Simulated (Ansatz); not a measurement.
NbP:

```
CELL_PARAMETERS angstrom
-1.67492 1.67492 5.74011
1.67492 -1.67492 5.74011
1.67492 1.67492 -5.74011
ATOMIC_POSITIONS crystal
Nb 0.24988 0.74988 0.50000
Nb 0.49988 0.49988 0.00000
P 0.83275 0.33275 0.50000
P 0.08275 0.08275 0.00000
```

The cell is a database's computed one.

Base run:

```yaml
Program: Ansatz 0.2.0
Functional: LDA
Potentials_or_basis: Ansatz PAW
Cutoff: "420 eV (not typed: the program's choice for these potentials)"
k_mesh: 11 × 11 × 11
Occupations: fermi-dirac, width 0.05 eV
Spin: no spin polarisation
```

Its results: band gap on the k mesh none (metal or under the smearing width); pressure -9.4 GPa; largest force 0.015 eV/Å.

Q: The run is repeated on the same cell with these changes: functional from LDA to PBE. What comes out?

A: Band gap on the k mesh none (metal or under the smearing width); pressure -1.1 GPa; largest force 0.016 eV/Å.

PBE binds less tightly than LDA, so the same cell stands under more pressure.

Caveats: the PAW data sets come from PBE, with cores solved anew for the run's functional, which leaves a small shift of forces and pressure (some runs).
